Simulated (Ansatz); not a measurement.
# Tungsten, bcc under LDA: testing the k-point mesh, part 2 of 2

A convergence test of the k-point mesh. The geometry was relaxed under LDA beforehand and stays fixed; 8 values are run, from 2×2×2 to 20×20×20. Wanted are the values from which on the energy stays within 10 and 1 meV/atom, and the pressure within 0.5 GPa, of the last run. Within the series other settings stay, but some runs also write fields, which adds to their time. Spin polarisation is left out.

Ansatz 0.2.0; DFT LDA, plane waves with PAW, scalar-relativistic. Earlier steps stand in the parts before.

### Step 5. With a k-mesh of 7×7×7

The run at 7×7×7.

input.yaml

```yaml
crystal:
  lattice:
    - [-1.567686725, 1.567686725, 1.567686725]
    - [1.567686725, -1.567686725, 1.567686725]
    - [1.567686725, 1.567686725, -1.567686725]
  atoms:
    - { symbol: W, position: [0.0, 0.0, 0.0] }
hamiltonian:
  xc: lda
  pseudopotentials:
    kind: paw
    azcp:
      W: "pseudopotentials/W.paw.azcp"
basis:
  ecutwfc: 420
  fft_grid_basis: typed
kpoints:
  mp_grid: { grid: [7, 7, 7], shift: [0, 0, 0] }
magnetization:
  spin_polarized: false
scf:
  occupations: { method: fermi_dirac, width: 0.1 }
  lower_state_search: "off"
output:
  stress: true
```

On the command line:

```bash
$ ansatz run input.yaml --threads 2 --pin off --max-ram 5120MiB --backend cpu --events-out ev --progress --plain --runs-dir out
```

Standard output, shortened:

```text
Warning: <dir> the record states the generating functional pbe (its physics header spells it `PBE`), which answers neither for hamiltonian.xc's functional nor for the lda family's — results may be inconsistent (PPs are generated against a specific XC)
Warning: RAYON_NUM_THREADS=2 ignored (pool sized by the plan → 2); use --threads N
[...]
Pseudopotentials: kind: paw
Pseudopotential: W, paw, valence charge 14, recommended cutoff 420 eV (normal), <dir>
Functional definition: SPW92
[...]
Crystal: 1 atoms, lattice volume = 15.411 Å³
Basis set: ecut = 420 eV, 321 PW (Γ)
Bands: 11, of which v1, the nominal top of the filled ones, is band 7 counted from 1 (6 counted from 0)
Symmetry: 48 space group operations
Space group: Im-3m (ITA 229), of the structure as read, at distance tolerance 2.5e-5 Å
k-points: 20 of 343
[...]
SCF iter   1: F=—  HF=-10129.795719 eV  |F-HF|=—  |Δ(HF+E_count)|=         —  Δρ=5.98e-3  dr2=4.19e-3  ethr=1.77e-3  ⟨swp⟩=5.0  Hψ=1165  notcnv=0
[...]
SCF iter   6: F=-10129.794079 eV  HF=-10129.794079 eV  |F-HF|=1.26e-10  |Δ(HF+E_count)|=   3.72e-9  Δρ=1.09e-6  dr2=1.56e-10  ethr=5.77e-11  ⟨swp⟩=1.9  Hψ=697  notcnv=0
[...]
SCF converged after 6 iterations
Free energy (F): -10129.794079 eV
[...]
E sigma→0 (E₀):  -10129.778614 eV
Entropy (-TS):   -0.030930 eV (-30.930 meV/atom)
Fermi energy:    23.068683 eV
[...]
--- Stress (GPa, compression-positive) ---
        0.363859      -0.000000      -0.000000
        0.000000       0.363859       0.000000
        0.000000      -0.000000       0.363859
  P = ⅓ Tr σ = 0.3639 GPa (3.639 kbar)
```

Run time: 0.29 s. Hardware: 2 threads of Arm Neoverse V2, shared host; peak memory 0.24 GiB.

### Step 6. With a k-mesh of 9×9×9

The run at 9×9×9.

input.yaml: that of step 5 with these lines changed.

```diff
@@ -17,3 +17,3 @@
 kpoints:
-  mp_grid: { grid: [7, 7, 7], shift: [0, 0, 0] }
+  mp_grid: { grid: [9, 9, 9], shift: [0, 0, 0] }
 magnetization:
```

On the command line:

```bash
$ ansatz run input.yaml --threads 2 --pin off --max-ram 5120MiB --backend cpu --events-out ev --progress --plain --runs-dir out
```

Standard output, shortened:

```text
Warning: <dir> the record states the generating functional pbe (its physics header spells it `PBE`), which answers neither for hamiltonian.xc's functional nor for the lda family's — results may be inconsistent (PPs are generated against a specific XC)
Warning: RAYON_NUM_THREADS=2 ignored (pool sized by the plan → 2); use --threads N
[...]
[... 3 set-up lines as earlier in the session ...]
[...]
Crystal: 1 atoms, lattice volume = 15.411 Å³
Basis set: ecut = 420 eV, 321 PW (Γ)
Bands: 11, of which v1, the nominal top of the filled ones, is band 7 counted from 1 (6 counted from 0)
[... 2 set-up lines as earlier in the session ...]
k-points: 35 of 729
[...]
SCF iter   1: F=—  HF=-10129.873475 eV  |F-HF|=—  |Δ(HF+E_count)|=         —  Δρ=5.10e-3  dr2=2.61e-3  ethr=1.77e-3  ⟨swp⟩=5.0  Hψ=2033  notcnv=0
[...]
SCF iter   6: F=-10129.872410 eV  HF=-10129.872410 eV  |F-HF|=0.00e0  |Δ(HF+E_count)|=  1.35e-10  Δρ=2.38e-7  dr2=3.63e-12  ethr=4.41e-12  ⟨swp⟩=1.1  Hψ=1180  notcnv=0
[...]
SCF converged after 6 iterations
Free energy (F): -10129.872410 eV
[...]
E sigma→0 (E₀):  -10129.861699 eV
Entropy (-TS):   -0.021421 eV (-21.421 meV/atom)
Fermi energy:    23.010015 eV
[...]
--- Stress (GPa, compression-positive) ---
       -0.405194      -0.000000       0.000000
       -0.000000      -0.405194      -0.000000
       -0.000000       0.000000      -0.405194
  P = ⅓ Tr σ = -0.4052 GPa (-4.052 kbar)
```

Wall time 0.34 s (2 threads of Arm Neoverse V2, shared host); peak memory 0.24 GiB.

### Step 7. With a k-mesh of 11×11×11

The run at 11×11×11.

input.yaml: that of step 6 with these lines changed.

```diff
@@ -17,3 +17,3 @@
 kpoints:
-  mp_grid: { grid: [9, 9, 9], shift: [0, 0, 0] }
+  mp_grid: { grid: [11, 11, 11], shift: [0, 0, 0] }
 magnetization:
@@ -25 +25,5 @@
   stress: true
+  write_density: true
+  write_potential: true
+  elf: true
+  volumetric_format: npy
```

On the command line:

```bash
$ ansatz run input.yaml --threads 2 --pin off --max-ram 5120MiB --backend cpu --events-out ev --progress --plain --runs-dir out
```

Standard output, shortened:

```text
Warning: <dir> the record states the generating functional pbe (its physics header spells it `PBE`), which answers neither for hamiltonian.xc's functional nor for the lda family's — results may be inconsistent (PPs are generated against a specific XC)
Warning: RAYON_NUM_THREADS=2 ignored (pool sized by the plan → 2); use --threads N
[...]
[... 3 set-up lines as earlier in the session ...]
[...]
Crystal: 1 atoms, lattice volume = 15.411 Å³
Basis set: ecut = 420 eV, 321 PW (Γ)
Bands: 11, of which v1, the nominal top of the filled ones, is band 7 counted from 1 (6 counted from 0)
[... 2 set-up lines as earlier in the session ...]
k-points: 56 of 1331
[...]
SCF iter   1: F=—  HF=-10129.837513 eV  |F-HF|=—  |Δ(HF+E_count)|=         —  Δρ=5.10e-3  dr2=2.93e-3  ethr=1.77e-3  ⟨swp⟩=5.0  Hψ=3244  notcnv=0
[...]
SCF iter   6: F=-10129.836377 eV  HF=-10129.836377 eV  |F-HF|=2.00e-11  |Δ(HF+E_count)|=   1.57e-9  Δρ=4.39e-7  dr2=2.22e-11  ethr=2.48e-11  ⟨swp⟩=5.0  Hψ=3124  notcnv=0
[...]
SCF converged after 6 iterations
Free energy (F): -10129.836377 eV
[...]
E sigma→0 (E₀):  -10129.825502 eV
Entropy (-TS):   -0.021750 eV (-21.750 meV/atom)
Fermi energy:    22.994812 eV
[...]
--- Stress (GPa, compression-positive) ---
        0.226669       0.000000       0.000000
        0.000000       0.226669       0.000000
        0.000000      -0.000000       0.226669
  P = ⅓ Tr σ = 0.2267 GPa (2.267 kbar)
--- Band table (eV; the first three rows and the last of 56) ---
  k-point 0: bands = ["-51.0694", "-14.6055", "-14.6055", "-14.6055", "13.2485", "21.6826", "21.6826", "21.6826", "25.2398", "25.2398", "37.6652"]
[...]
```

Wall time 0.51 s (2 threads of Arm Neoverse V2, shared host); peak memory 0.25 GiB.

### Step 8. With a k-mesh of 15×15×15

The run at 15×15×15.

input.yaml: that of step 7 with these lines changed.

```diff
@@ -17,3 +17,3 @@
 kpoints:
-  mp_grid: { grid: [11, 11, 11], shift: [0, 0, 0] }
+  mp_grid: { grid: [15, 15, 15], shift: [0, 0, 0] }
 magnetization:
```

On the command line:

```bash
$ ansatz run input.yaml --threads 2 --pin off --max-ram 5120MiB --backend cpu --events-out ev --progress --plain --runs-dir out
```

Standard output, shortened:

```text
Warning: <dir> the record states the generating functional pbe (its physics header spells it `PBE`), which answers neither for hamiltonian.xc's functional nor for the lda family's — results may be inconsistent (PPs are generated against a specific XC)
Warning: RAYON_NUM_THREADS=2 ignored (pool sized by the plan → 2); use --threads N
[...]
[... 3 set-up lines as earlier in the session ...]
[...]
Crystal: 1 atoms, lattice volume = 15.411 Å³
Basis set: ecut = 420 eV, 321 PW (Γ)
Bands: 11, of which v1, the nominal top of the filled ones, is band 7 counted from 1 (6 counted from 0)
[... 2 set-up lines as earlier in the session ...]
k-points: 120 of 3375
[...]
SCF iter   1: F=—  HF=-10129.851861 eV  |F-HF|=—  |Δ(HF+E_count)|=         —  Δρ=4.79e-3  dr2=2.34e-3  ethr=1.77e-3  ⟨swp⟩=5.0  Hψ=6943  notcnv=0
[...]
SCF iter   6: F=-10129.850869 eV  HF=-10129.850869 eV  |F-HF|=3.64e-12  |Δ(HF+E_count)|=  2.18e-11  Δρ=2.10e-7  dr2=2.67e-12  ethr=2.85e-12  ⟨swp⟩=4.3  Hψ=6286  notcnv=0
[...]
SCF converged after 6 iterations
Free energy (F): -10129.850869 eV
[...]
E sigma→0 (E₀):  -10129.842600 eV
Entropy (-TS):   -0.016538 eV (-16.538 meV/atom)
Fermi energy:    22.979138 eV
[...]
--- Stress (GPa, compression-positive) ---
        0.086008       0.000000       0.000000
       -0.000000       0.086008       0.000000
       -0.000000       0.000000       0.086008
  P = ⅓ Tr σ = 0.0860 GPa (0.860 kbar)
--- Band table (eV; the first three rows and the last of 120) ---
  k-point 0: bands = ["-51.0798", "-14.6149", "-14.6149", "-14.6149", "13.2487", "21.6768", "21.6768", "21.6768", "25.2359", "25.2359", "37.6660"]
[...]
```

It took 0.81 s on 2 threads of Arm Neoverse V2, shared host; peak memory 0.27 GiB.

### Step 9. With a k-mesh of 20×20×20

The run at 20×20×20.

input.yaml: that of step 8 with these lines changed.

```diff
@@ -17,3 +17,3 @@
 kpoints:
-  mp_grid: { grid: [15, 15, 15], shift: [0, 0, 0] }
+  mp_grid: { grid: [20, 20, 20], shift: [0, 0, 0] }
 magnetization:
```

On the command line:

```bash
$ ansatz run input.yaml --threads 2 --pin off --max-ram 5120MiB --backend cpu --events-out ev --progress --plain --runs-dir out
```

Standard output, shortened:

```text
Warning: <dir> the record states the generating functional pbe (its physics header spells it `PBE`), which answers neither for hamiltonian.xc's functional nor for the lda family's — results may be inconsistent (PPs are generated against a specific XC)
Warning: RAYON_NUM_THREADS=2 ignored (pool sized by the plan → 2); use --threads N
[...]
[... 3 set-up lines as earlier in the session ...]
[...]
Crystal: 1 atoms, lattice volume = 15.411 Å³
Basis set: ecut = 420 eV, 321 PW (Γ)
Bands: 11, of which v1, the nominal top of the filled ones, is band 7 counted from 1 (6 counted from 0)
[... 2 set-up lines as earlier in the session ...]
k-points: 256 of 8000
[...]
SCF iter   1: F=—  HF=-10129.857408 eV  |F-HF|=—  |Δ(HF+E_count)|=         —  Δρ=4.86e-3  dr2=2.36e-3  ethr=1.77e-3  ⟨swp⟩=5.0  Hψ=14809  notcnv=0
[...]
SCF iter   6: F=-10129.856392 eV  HF=-10129.856392 eV  |F-HF|=5.46e-12  |Δ(HF+E_count)|=  4.73e-11  Δρ=2.56e-7  dr2=5.63e-12  ethr=3.52e-12  ⟨swp⟩=4.6  Hψ=13523  notcnv=0
[...]
SCF converged after 6 iterations
Free energy (F): -10129.856392 eV
[...]
E sigma→0 (E₀):  -10129.849249 eV
Entropy (-TS):   -0.014285 eV (-14.285 meV/atom)
Fermi energy:    23.021988 eV
[...]
--- Stress (GPa, compression-positive) ---
       -0.025069       0.000000      -0.000000
        0.000000      -0.025069      -0.000000
        0.000000      -0.000000      -0.025069
  P = ⅓ Tr σ = -0.0251 GPa (-0.251 kbar)
--- Band table (eV; the first three rows and the last of 256) ---
  k-point 0: bands = ["-51.0794", "-14.6146", "-14.6146", "-14.6146", "13.2486", "21.6764", "21.6764", "21.6764", "25.2365", "25.2365", "37.6661"]
[...]
```

Run time: 1.4 s. Hardware: 2 threads of Arm Neoverse V2, shared host; peak memory 0.31 GiB.

### Step 10. Convergence table

Differences are taken from the run at 20×20×20.

```csv
k-mesh,k-points,E(σ → 0) (meV/atom),P (GPa),SCF cycles,CPU time
2×2×2,3,872.41,15.47,6,0.34 s
4×4×4,8,149.85,-0.76,6,0.34 s
5×5×5,10,-42.15,0.11,6,0.41 s
7×7×7,20,70.64,0.36,6,0.41 s
9×9×9,35,-12.45,-0.41,6,0.5 s
11×11×11,56,23.75,0.23,6,0.82 s
15×15×15,120,6.65,0.09,6,1.4 s
20×20×20,256,0.00,-0.03,6,2.6 s
```

### Step 11. What came out

This closing draws on all 2 parts.

```
                                           quantity                        value
      E(σ → 0) stays within 10 meV/atom of 20×20×20             from 15×15×15 on
                   E(σ → 0) stays within 1 meV/atom  not reached before 20×20×20
                      pressure stays within 0.5 GPa                from 5×5×5 on
                               pressure at 20×20×20                    -0.03 GPa
                    CPU time, dearest over cheapest                          7.8
energy of a separate run on a finer mesh (23×23×23)  +0.9 meV/atom from 20×20×20
```

In words: At 2×2×2 the energy differs by +872.4 meV/atom and the pressure by +15.5 GPa. The error changes sign along the series: k-point sums are not variational. The energy has not settled to 1 meV/atom before the last mesh. A Fermi surface needs many points. The yardstick itself is unsettled by 0.9 meV/atom against the finer mesh, so the thresholds above hold only within this series.
